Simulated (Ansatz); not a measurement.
# VN (Fm-3m): zero-pressure volume and bulk modulus with BLYP

One table from this session's results is given with a row withheld; the runs are named, their logs left out.

Program: Ansatz 0.2.0. Level of theory: DFT BLYP, scalar-relativistic, plane waves, PAW. These are calculated values, not measurements.

1 further run of the same task is left out (it didn't finish). Runs told in other sessions of the task aren't counted.

## The starting structure

It takes space group Fm-3m (No. 225, cubic). The conventional cell has a = 4.128 Å, b = 4.128 Å, c = 4.128 Å, α = 90.00°, β = 90.00°, γ = 90.00°. V (site symmetry m-3m) is surrounded by 6 N at 2.06 Å. Around N (site symmetry m-3m) lie 6 V at 2.06 Å.

Structure file:

```
CELL_PARAMETERS angstrom
0.00000 2.06400 2.06400
2.06400 0.00000 2.06400
2.06400 2.06400 0.00000
ATOMIC_POSITIONS crystal
V 0.00000 0.00000 0.00000
N 0.50000 0.50000 0.50000
```

At PBE, an earlier run found -2.71 GPa for this cell of 8.793 Å³/atom (10×10×10 mesh), a metal on this mesh, no moment left.

Set-up of the first run:

File input.yaml:

```yaml
crystal:
  lattice:
    - [0.0, 2.0640009277, 2.0640009277]
    - [2.0640009277, 0.0, 2.0640009277]
    - [2.0640009277, 2.0640009277, 0.0]
  atoms:
    - { symbol: V, position: [0.0, 0.0, 0.0], spin: 0.05 }
    - { symbol: "N", position: [0.5, 0.5, 0.5] }
basis:
  ecutwfc: 420
  ecutrho_ratio: 4
kpoints:
  mp_grid: { grid: [10, 10, 10] }
hamiltonian:
  xc: blyp
scf:
  occupations: { method: gaussian, width: 0.05 }
output:
  forces: true
  stress: true
  eigenvalues: true
  populations: true
magnetization:
  spin_polarized: true
checkpoint:
  read: start.run
  write: ck
  compress: false
  write_wavefunctions: false
  write_every: 100000
```

start.run holds the state of a PBE run on this cell.

On the command line:

```bash
$ ansatz run input.yaml --threads 4 --pin off --max-ram 8192MiB --backend cpu --events-out ev --progress --plain --runs-dir out
```

Steps of the session up to this table: At the given cell; Stepping to 9.305 Å³/atom; Stepping to 9.048 Å³/atom; Volume × 0.98 of the new zero; Volume × 1.02 of the new zero; Volume × 0.96 of the new zero; Volume × 1.04 of the new zero.

One table of the session follows, with a row left open; its other results are not shown here.

It belongs to the step «Energy and pressure against volume». 

```
volume (Å³/atom)  energy (meV/atom)  pressure (GPa)
           8.686              13.90           12.80
           8.867               3.31            6.07
           9.048               0.00            0.01
           9.229                  ?               ?
           9.410              12.07          -10.30
```

Estimate the missing values for volume (Å³/atom) = 9.229.

Worked estimate for «energy (meV/atom)». A straight line through the neighbours (9.048, 0.00) and (9.410, 12.07) gives 0.00 + (12.07 − 0.00) × (9.229 − 9.048) / (9.410 − 9.048) = 6.03; a parabola fitted to 3 rows on both sides gives 2.92.

The run gave: energy (meV/atom): 3.12; pressure (GPa): -5.42. In «energy (meV/atom)» the line misses by +2.91 and the parabola by -0.20.

Limits of these values: Warnings in the runs' records: seeded moment not kept.
